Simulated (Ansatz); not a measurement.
# AlCo (Pm-3m): modes against uniaxial strain along [001]

Wanted: the shifts of the zone-centre modes of AlCo (Pm-3m) with strain.

Program: Ansatz 0.2.0. Level of theory: DFT LDA, scalar-relativistic, plane waves, PAW; PAW set soft_1. Results are calculated unless marked as measured.

## 1. Starting point

Symmetry: Pm-3m, No. 221, cubic system. Conventional cell: a = 2.819 Å, b = 2.819 Å, c = 2.819 Å, α = 90.00°, β = 90.00°, γ = 90.00°. Nearest to Al lie 8 Co at 2.44 Å. Co has 8 Al at 2.44 Å nearest. Farther neighbours are not listed.

## 2. Bringing the structure to rest

The cell and atoms are relaxed, since residual forces and stress would shift the frequencies.

input.yaml reads:

```yaml
crystal:
  lattice:
    - [2.81940321, 0.0, 0.0]
    - [0.0, 2.81940321, 0.0]
    - [0.0, 0.0, 2.81940321]
  atoms:
    - { symbol: Al, position: [0.0, 0.0, 0.0] }
    - { symbol: Co, position: [0.5, 0.5, 0.5] }
kpoints:
  mp_grid: { grid: [14, 14, 14] }
hamiltonian:
  xc: lda
  pseudopotentials: { kind: paw, azcp: { folder: soft_1 }, xc_functional: pbe }
scf:
  occupations: { method: gaussian, width: 0.1 }
output:
  forces: true
  stress: true
  eigenvalues: true
  write_density: true
  write_potential: true
  elf: true
  volumetric_format: npy
relax:
  adjacent_minimum: "off"
  f_tol: 0.005
  max_steps: 80
  cell: { stress_tol: 0.05 }
```

Run with:

```sh
ansatz run input.yaml --threads 4 --pin off --max-ram 10240MiB --backend cpu --events-out ev --progress --plain --runs-dir out
```

Numbers of over 12 decimals in the logs are rounded to 6 here.

The log of the run:

```text
Engine: ansatz 0.2.0, aarch64-unknown-linux-gnu
Pseudopotentials: kind: paw
Pseudopotential: Al, paw, valence charge 3, recommended cutoff 420 eV (normal), soft_1/Al.paw.azcp
Pseudopotential: Co, paw, valence charge 17, recommended cutoff 420 eV (normal), soft_1/Co.paw.azcp
Functional definition: SPW92
  exchange = slater_x
  correlation = pw_c
Crystal: 2 atoms, lattice volume = 22.412 Å³
Basis set: ecut = 420 eV, 461 PW (Γ)
Bands: 14, of which v1, the nominal top of the filled ones, is band 10 counted from 1 (9 counted from 0)
Symmetry: 48 space group operations
Space group: Pm-3m (ITA 221), of the structure as read, at distance tolerance 2.8e-5 Å
k-points: 120 of 2744
Non-local potential: Al, projectors of the file, l = 0: 2, l = 1: 2, l = 2: 1
Non-local potential: Co, projectors of the file, l = 0: 3, l = 1: 2, l = 2: 3, l = 3: 1
PAW form: soft (Blöchl's): semilocal exchange-correlation on the pseudo side does not see the compensation charge
PAW frozen core: Al, regenerated for the run's functional, and the local potential with it (the file was generated under x = pbe(κ = 0.804, μ = 0.219515), c = pbe(β = 0.066725))
PAW frozen core: Co, regenerated for the run's functional, and the local potential with it (the file was generated under x = pbe(κ = 0.804, μ = 0.219515), c = pbe(β = 0.066725))
PAW one-centre angular grid: Al, 110 points (default); XC on 64 Gauss nodes
PAW one-centre angular grid: Co, 590 points (default); XC on 64 Gauss nodes
Initial density: superposition of atomic densities (chi_scale 0.1, normalization cell, long waves kept (reshape's long-wave potential 0.00 eV rms))
Initial wavefunctions: pseudopotential atomic-orbital guess
Functional: x = slater, c = lda
SCF iter   1: F=—  HF=-5577.255179 eV  |F-HF|=—  |Δ(HF+E_count)|=         —  Δρ=7.40e-2  dr2=1.09e0  ethr=3.10e-3  ⟨swp⟩=4.1  Hψ=7760  notcnv=0
preconditioner: auto → none  [metal: Δε(μ)=0.064 eV  Ē_g=8.739 eV  σ=0.100 eV  W_gap=0.34  n_scr=6 (ndim 8)  ℏωp=27.2 eV  f_vac=0.000  D(μ)=0.67/eV (n_scr^D=6)  sad-step TF]
SCF iter   2: F=—  HF=-5577.217112 eV  |F-HF|=—  |Δ(HF+E_count)|=   3.81e-2  Δρ=8.07e-2  dr2=1.30e0  ethr=3.10e-3  ⟨swp⟩=1.0  Hψ=2643  notcnv=0
SCF iter   3: F=—  HF=-5577.003585 eV  |F-HF|=—  |Δ(HF+E_count)|=   2.14e-1  Δρ=1.52e-2  dr2=4.54e-2  ethr=3.10e-3  ⟨swp⟩=2.5  Hψ=2603  notcnv=0
SCF iter   4: F=—  HF=-5576.994832 eV  |F-HF|=—  |Δ(HF+E_count)|=   8.75e-3  Δρ=4.02e-3  dr2=2.88e-3  ethr=2.27e-4  ⟨swp⟩=1.2  Hψ=2591  notcnv=0  defer=8
SCF iter   5: F=—  HF=-5576.994220 eV  |F-HF|=—  |Δ(HF+E_count)|=   6.12e-4  Δρ=3.02e-4  dr2=2.13e-5  ethr=1.44e-5  ⟨swp⟩=1.7  Hψ=2010  notcnv=0  defer=8
SCF iter   6: F=—  HF=-5576.994206 eV  |F-HF|=—  |Δ(HF+E_count)|=   1.37e-5  Δρ=2.06e-5  dr2=4.89e-8  ethr=5.00e-10  ⟨swp⟩=7.4  Hψ=12468  notcnv=0
SCF iter   7: F=-5576.994206 eV  HF=-5576.994206 eV  |F-HF|=2.57e-9  |Δ(HF+E_count)|=   4.98e-8  Δρ=4.09e-6  dr2=2.21e-9  ethr=2.44e-10  ⟨swp⟩=6.4  Hψ=8182  notcnv=0
SCF 1 converged in 7 iterations: F = -5576.994206 eV  dr2 = 2.21e-9
  greatest PAW one-centre occupation: 1.001 electrons in one spin orbital (limit 2), on the Co atom at site 1 (counted from 0), in its partial waves of l = 1
relax step   1: F+E_penalty+E_count = -5576.99420601 eV  Δ(F+E_penalty+E_count) = +0.000e0 eV  max|allowed force component| = 3.037e-29 eV/Å  Δτ_max = 0.0000 Å  P = -5.424 GPa  Ω = 22.412 Å³  (7 SCF iters, dr2 threshold 1.00e-7 eV, accepted)
Crystal: 2 atoms, lattice volume = 22.068 Å³
Basis set: ecut = 420 eV, 437 PW (Γ)
Initial density: handed on by an earlier stage of this run
Initial wavefunctions: those handed on with the density
iter 1 solved again at ethr=1.78e-6 eV; its pass at ethr=3.10e-3 eV (dr2=3.55e-4 eV) is discarded
SCF iter   1: F=—  HF=-5577.002968 eV  |F-HF|=—  |Δ(HF+E_count)|=         —  Δρ=1.43e-3  dr2=3.00e-4  ethr=1.78e-6  ⟨swp⟩=1.1  Hψ=9980  notcnv=0
preconditioner: auto → none  [metal: Δε(μ)=0.080 eV  Ē_g=8.612 eV  σ=0.100 eV  W_gap=0.40  n_scr=6 (ndim 8)  ℏωp=27.4 eV  f_vac=0.000  D(μ)=0.62/eV (n_scr^D=6)]
SCF iter   2: F=—  HF=-5577.002883 eV  |F-HF|=—  |Δ(HF+E_count)|=   8.50e-5  Δρ=3.52e-4  dr2=1.62e-5  ethr=1.50e-6  ⟨swp⟩=1.1  Hψ=1738  notcnv=0
SCF iter   3: F=—  HF=-5577.002865 eV  |F-HF|=—  |Δ(HF+E_count)|=   1.79e-5  Δρ=6.68e-5  dr2=5.45e-7  ethr=8.10e-8  ⟨swp⟩=2.3  Hψ=2373  notcnv=0
iter 4 did not close the SCF: its close was put off for the readings that it lacked (scf_convergence_deferred on its scf_iter line)
SCF iter   4: F=-5577.002865 eV  HF=-5577.002865 eV  |F-HF|=6.35e-8  |Δ(HF+E_count)|=   3.72e-7  Δρ=3.00e-5  dr2=1.08e-7  ethr=2.73e-9  ⟨swp⟩=2.0  Hψ=2814  notcnv=0
iter 5 did not close the SCF: its close was put off for the readings that it lacked (scf_convergence_deferred on its scf_iter line)
SCF iter   5: F=-5577.002865 eV  HF=-5577.002865 eV  |F-HF|=4.55e-12  |Δ(HF+E_count)|=   7.33e-9  Δρ=6.00e-7  dr2=3.57e-11  ethr=5.40e-10  ⟨swp⟩=1.3  Hψ=1830  notcnv=0
SCF iter   6: F=-5577.002865 eV  HF=-5577.002865 eV  |F-HF|=0.00e0  |Δ(HF+E_count)|=  1.82e-12  Δρ=1.02e-7  dr2=9.86e-13  ethr=1.00e-12  ⟨swp⟩=3.8  Hψ=7742  notcnv=0
SCF 2 converged in 6 iterations: F = -5577.002865 eV  dr2 = 9.86e-13
relax step   2: F+E_penalty+E_count = -5577.00286466 eV  Δ(F+E_penalty+E_count) = -8.659e-3 eV  max|allowed force component| = 1.242e-29 eV/Å  Δτ_max = 0.0000 Å  P = -2.468 GPa  Ω = 22.068 Å³  energy of the carried Pulay correction = +1.437e-4 eV  (6 SCF iters, dr2 threshold 2.00e-7 eV, accepted)
Crystal: 2 atoms, lattice volume = 21.788 Å³
iter 1 solved again at ethr=1.01e-6 eV; its pass at ethr=3.10e-3 eV (dr2=2.01e-4 eV) is discarded
SCF iter   1: F=—  HF=-5577.005128 eV  |F-HF|=—  |Δ(HF+E_count)|=         —  Δρ=1.18e-3  dr2=2.04e-4  ethr=1.01e-6  ⟨swp⟩=2.0  Hψ=9962  notcnv=0
preconditioner: auto → none  [metal: Δε(μ)=0.082 eV  Ē_g=8.710 eV  σ=0.100 eV  W_gap=0.41  n_scr=6 (ndim 8)  ℏωp=27.6 eV  f_vac=0.000  D(μ)=0.60/eV (n_scr^D=0)]
SCF iter   2: F=—  HF=-5577.005070 eV  |F-HF|=—  |Δ(HF+E_count)|=   5.83e-5  Δρ=2.96e-4  dr2=1.14e-5  ethr=1.01e-6  ⟨swp⟩=1.1  Hψ=1747  notcnv=0
SCF iter   3: F=—  HF=-5577.005057 eV  |F-HF|=—  |Δ(HF+E_count)|=   1.31e-5  Δρ=5.46e-5  dr2=3.56e-7  ethr=5.70e-8  ⟨swp⟩=2.3  Hψ=2368  notcnv=0
iter 4 did not close the SCF: its close was put off for the readings that it lacked (scf_convergence_deferred on its scf_iter line)
SCF iter   4: F=-5577.005057 eV  HF=-5577.005057 eV  |F-HF|=4.41e-8  |Δ(HF+E_count)|=   2.23e-7  Δρ=2.51e-5  dr2=7.43e-8  ethr=1.78e-9  ⟨swp⟩=2.0  Hψ=2851  notcnv=0
iter 5 did not close the SCF: its close was put off for the readings that it lacked (scf_convergence_deferred on its scf_iter line)
SCF iter   5: F=-5577.005057 eV  HF=-5577.005057 eV  |F-HF|=6.37e-12  |Δ(HF+E_count)|=   5.30e-9  Δρ=3.33e-7  dr2=9.77e-12  ethr=3.72e-10  ⟨swp⟩=1.4  Hψ=1885  notcnv=0
SCF iter   6: F=-5577.005057 eV  HF=-5577.005057 eV  |F-HF|=9.09e-13  |Δ(HF+E_count)|=  2.18e-11  Δρ=5.46e-8  dr2=2.63e-13  ethr=1.00e-12  ⟨swp⟩=3.9  Hψ=7410  notcnv=0
SCF 3 converged in 6 iterations: F = -5577.005057 eV  dr2 = 2.63e-13
  greatest PAW one-centre occupation: 1.002 electrons in one spin orbital (limit 2), on the Co atom at site 1 (counted from 0), in its partial waves of l = 1
relax step   3: F+E_penalty+E_count = -5577.00505673 eV  Δ(F+E_penalty+E_count) = -2.192e-3 eV  max|allowed force component| = 4.257e-30 eV/Å  Δτ_max = 0.0000 Å  P = +0.118 GPa  Ω = 21.788 Å³  energy of the carried Pulay correction = +2.619e-4 eV  (6 SCF iters, dr2 threshold 2.00e-7 eV, accepted)
[...]
relax step   4: F+E_penalty+E_count = -5577.00505590 eV  Δ(F+E_penalty+E_count) = +8.346e-7 eV  max|allowed force component| = 3.944e-30 eV/Å  Δτ_max = 0.0000 Å  P = -0.002 GPa  Ω = 21.801 Å³  energy of the carried Pulay correction = +2.566e-4 eV  (6 SCF iters, accepted)
Initial wavefunctions: pseudopotential atomic-orbital guess (no wavefunctions were taken with the density)
iter 1 solved again at ethr=1.79e-8 eV; its pass at ethr=3.10e-3 eV (dr2=3.59e-6 eV) is discarded
SCF iter   1: F=—  HF=-5577.004829 eV  |F-HF|=—  |Δ(HF+E_count)|=         —  Δρ=3.56e-5  dr2=3.60e-8  ethr=1.79e-8  ⟨swp⟩=3.0  Hψ=12700  notcnv=0
SCF iter   2: F=—  HF=-5577.004830 eV  |F-HF|=—  |Δ(HF+E_count)|=   1.25e-6  Δρ=1.62e-5  dr2=6.28e-9  ethr=1.80e-10  ⟨swp⟩=2.3  Hψ=2653  notcnv=0
SCF iter   3: F=—  HF=-5577.004830 eV  |F-HF|=—  |Δ(HF+E_count)|=   8.83e-9  Δρ=3.16e-6  dr2=6.00e-10  ethr=3.14e-11  ⟨swp⟩=1.0  Hψ=1680  notcnv=0
iter 4 did not close the SCF: its close was put off for the readings that it lacked (scf_convergence_deferred on its scf_iter line)
SCF iter   4: F=-5577.004830 eV  HF=-5577.004830 eV  |F-HF|=5.46e-12  |Δ(HF+E_count)|=  1.10e-10  Δρ=2.31e-7  dr2=6.86e-12  ethr=3.00e-12  ⟨swp⟩=2.0  Hψ=2258  notcnv=0
iter 5 did not close the SCF: its close was put off for the readings that it lacked (scf_convergence_deferred on its scf_iter line)
SCF iter   5: F=-5577.004830 eV  HF=-5577.004830 eV  |F-HF|=9.09e-13  |Δ(HF+E_count)|=    0.00e0  Δρ=6.14e-9  dr2=2.05e-15  ethr=1.00e-12  ⟨swp⟩=1.0  Hψ=1680  notcnv=0
iter 6 did not close the SCF: its close was put off for the readings that it lacked (scf_convergence_deferred on its scf_iter line)
SCF iter   6: F=-5577.004830 eV  HF=-5577.004830 eV  |F-HF|=1.82e-12  |Δ(HF+E_count)|=  1.82e-12  Δρ=7.41e-10  dr2=1.05e-16  ethr=1.00e-12  ⟨swp⟩=1.0  Hψ=1680  notcnv=0
iter 7 did not close the SCF: its close was put off for the readings that it lacked (scf_convergence_deferred on its scf_iter line)
SCF iter   7: F=-5577.004830 eV  HF=-5577.004830 eV  |F-HF|=0.00e0  |Δ(HF+E_count)|=  1.82e-12  Δρ=4.77e-10  dr2=3.15e-17  ethr=1.00e-12  ⟨swp⟩=1.0  Hψ=1680  notcnv=0
SCF iter   8: F=-5577.004830 eV  HF=-5577.004830 eV  |F-HF|=1.82e-12  |Δ(HF+E_count)|=    0.00e0  Δρ=1.48e-10  dr2=2.95e-18  ethr=1.00e-12  ⟨swp⟩=1.4  Hψ=4086  notcnv=0
SCF 5 converged in 8 iterations: F = -5577.004830 eV  dr2 = 2.95e-18
relax step   5: F+E_penalty+E_count = -5577.00482989 eV  Δ(F+E_penalty+E_count) = +2.260e-4 eV  max|allowed force component| = 5.259e-30 eV/Å  Δτ_max = 0.0000 Å  P = -0.015 GPa  Ω = 21.801 Å³  stress off target by 1.51e-2 GPa  SCF on the basis re-selected at this cell (its energy is not comparable with the rows above)  (8 SCF iters)
basis re-selected at this cell: Δ(F+E_penalty+E_count) = +2.260e-4 eV, ΔP = -0.013 GPa vs the last step (what re-selecting the basis moved, of the pressure what is left beyond the Pulay correction that the steps carried, after the strain that the cell walked since its last selection, with what the two solves' SCF thresholds leave and, on support functions, any second-order correction that the steps lacked; it is no m [...]
SCF converged after 8 iterations
Free energy (F): -5577.004830 eV
Harris-Foulkes:  -5577.004830 eV  (|F-HF|=1.82e-12)
Internal energy: -5577.001838 eV  (E = F + TS)
E sigma→0 (E₀):  -5577.003334 eV
Entropy (-TS):   -0.002992 eV (-1.496 meV/atom)
Fermi energy:    15.200696 eV
--- Per-component energies (eV) ---
  E_band       = -268.548143
  E_kinetic    = 324.806637
  E_local      = -3423.717579  (includes V_loc(G=0)·N_el)
  E_nonlocal   = 453.783121
  E_hartree    = 1549.069762
  E_xc         = -132.470001
  E_vxc        = -152.299938  (∫ρ·V_xc dr)
  E_paw        = -1958.991086  (= ΣΔE_a)
  E_vpaw       = -569.259873  (= ΣTr[D̂ρ^β])
  E_aug_tail   = -0.000035  (compensation charges beyond the density's cutoff)
  E_ewald      = -2389.956625
  E_core_change = 0.473968  (= ΣΔE_core)
  E_smearing   = -0.002992  (= −TS)
  E_closure    = 0.000000  (closes the sum)
  Σ components = -5577.004830   (vs F -5577.004830, Δ=0.00e0)
--- Forces (eV/Å), atoms counted from 1 ---
  atom   1  Al    -0.00000000     0.00000000     0.00000000
  atom   2  Co    -0.00000000     0.00000000     0.00000000
  max |Σ_I F_I| component: 1.47e-29 eV/Å
--- Stress (GPa, compression-positive) ---
       -0.015065       0.000000       0.000000
        0.000000      -0.015065       0.000000
        0.000000       0.000000      -0.015065
  P = ⅓ Tr σ = -0.0151 GPa (-0.151 kbar)
--- Band table (eV; the first three rows and the last of 120) ---
  k-point 0: bands = [... 6 lower, 11.9116, 14.3150, 14.3150, 14.3150, 21.4217, 21.4217, 21.4217, 24.2158]
  k-point 1: bands = [... 6 lower, 11.9407, 14.2575, 14.2575, 14.3212, 20.4775, 21.5627, 21.5627, 24.1954]
  k-point 2: bands = [... 6 lower, 12.0233, 14.1040, 14.1040, 14.3387, 18.9048, 21.9677, 21.9677, 24.1357]
  k-point 119: bands = [... 6 lower, 10.9860, 14.9474, 14.9474, 17.5805, 17.5805, 17.5805, 19.7673, 20.9349]
--- Relaxed structure (4 steps of the walk, 4 accepted, 1 SCFs on fresh bases) ---
  F+E_penalty+E_count = -5577.00482989 eV   max|allowed force component| = 5.259e-30 eV/Å   (the final SCF, on the basis selected at the relaxed cell)
  cell:  # Å, volume = 21.8008 Å³
    - [2.793558, 0, 0]
    - [0, 2.793558, 0]
    - [0, 0, 2.793558]
  atoms:
    - { symbol: Al, position: [0, 0, 0] }
    - { symbol: Co, position: [0.500000, 0.500000, 0.500000] }
```

It took 3 s on 4 threads of Arm Neoverse V2, shared host; peak memory 0.33 GiB.

This run has no spin polarisation, although Co can carry a moment.

Step by step:

| step | energy less that of the first step (eV) | largest force component (eV/Å) | pressure (GPa) | volume (Å³) |
| --- | --- | --- | --- | --- |
| 1 | 0.0000 | 0.0000 | -5.42 | 22.41 |
| 2 | -0.0087 | 0.0000 | -2.47 | 22.07 |
| 3 | -0.0109 | 0.0000 | 0.12 | 21.79 |
| 4 | -0.0108 | 0.0000 | 0.00 | 21.80 |
| 5* | -0.0106 | 0.0000 | -0.02 | 21.80 |

Relaxation steps marked * repeat the geometry before them on a plane-wave basis chosen anew for their cell, so energy and pressure can jump there.

Forces are held to the 48 operations that the run works with; a distortion that breaks them can't arise in this run.

```csv
"conventional cell, symmetrised",before,after,change
a (Å),2.819,2.794,-0.9 %
b (Å),2.819,2.794,-0.9 %
c (Å),2.819,2.794,-0.9 %
volume (Å³/atom),11.21,10.90,-2.7 %
```

Final coordinates:

```xyz
2
Lattice="2.7936 0.0000 0.0000 0.0000 2.7936 0.0000 0.0000 0.0000 2.7936" Properties=species:S:1:pos:R:3 pbc="T T T"
Al    0.0000    0.0000    0.0000
Co    1.3968    1.3968    1.3968
```

This step gave:

| Item | Value |
| --- | --- |
| pressure | -0.01506 GPa |
| volume per atom | 10.90 Å³ |
| gap on the k-mesh | 0 eV |

Electrostatic potential energy in the ac plane at fractional y = 0.000, with atoms of Al within 0.2 Å of it. With pseudopotentials it is smooth inside the atoms' cores, unlike the true potential.

Values in eV, 14 rows by 14 columns:
```
26 26  9 -1  0  9 13 14 13  9  0 -1  9 26
13  9  2 -2  3 11 14 15 14 11  3 -2  2  9
 0 -1 -2  0  8 13 15 16 15 13  8  0 -2 -1
-1  0  3  8 12 14 16 16 16 14 12  8  3  0
 8  9 11 13 14 15 16 16 16 15 14 13 11  9
13 13 14 15 16 16 16 16 16 16 16 15 14 13
14 14 15 16 16 16 16 16 16 16 16 16 15 14
13 13 14 15 16 16 16 16 16 16 16 15 14 13
 8  9 11 13 14 15 16 16 16 15 14 13 11  9
-1  0  3  8 12 14 16 16 16 14 12  8  3  0
 0 -1 -2  0  8 13 15 16 15 13  8  0 -2 -1
13  9  2 -2  3 11 14 15 14 11  3 -2  2  9
26 26  9 -1  0  9 13 14 13  9  0 -1  9 26
26 26 13  0 -1  8 13 14 13  8 -1  0 13 26
```
Columns run along a (2.8 Å; values clipped at the 3rd and 97th percentile), rows up along c (2.8 Å). Atoms in or near the plane, at fractional coordinates: Al at (0.00, 0.00).

Valence density in the ac plane at fractional y = 0.000, with atoms of Al within 0.2 Å of it. It is the smooth field of the valence electrons, not physical close to the nuclei.

Ten even steps from '_' (0.05 e/Å³) to '@' (0.30 e/Å³):
```
____..==##%%######%%##==..__
....--**##%%%%##%%%%##**--..
--==**##%%%%%%%%%%%%%%##**==
**####%%%%%%%%%%%%%%%%%%####
##%%%%%%%%@@@@@@@@@@%%%%%%%%
####%%%%%%@@@@@@@@@@%%%%%%##
######%%%%@@@@@@@@@@%%%%####
####%%%%%%@@@@@@@@@@%%%%%%##
##%%%%%%%%@@@@@@@@@@%%%%%%%%
**####%%%%%%%%%%%%%%%%%%####
--==**##%%%%%%%%%%%%%%##**==
....--**##%%%%##%%%%##**--..
____..==##%%######%%##==..__
____..--**##########**--..__
```
Columns run along a (2.8 Å), rows up along c (2.8 Å). Atoms in or near the plane, at fractional coordinates: Al at (0.00, 0.00).

ELF in the ac plane at fractional y = 0.000, with atoms of Al within 0.2 Å of it. It is the smooth field of the valence electrons, not physical close to the nuclei.

Ten even steps from '0' (0.00) to '9' (0.57):
```
20026888886200
00147888887410
12478888888742
56788887888876
88888877788888
88888777778888
88887777777888
88888777778888
88888877788888
56788887888876
12478888888742
00147888887410
20026888886200
92015888885102
```
Columns run along a (2.8 Å), rows up along c (2.8 Å). Atoms in or near the plane, at fractional coordinates: Al at (0.00, 0.00).

In this step the volume went from 11.21 to 10.90 Å³/atom.

(Continued in part 2 of 3.)

[Logs are printed without paths, hosts, clocks, repeated set-up lines and the standing remarks that a program may print on its own settings, such as how far it seeks lower states.]

[Hosts, paths, dates, database ids (printed as entryN), source tags and the programs' standing remarks are cut or masked in the printed files.]
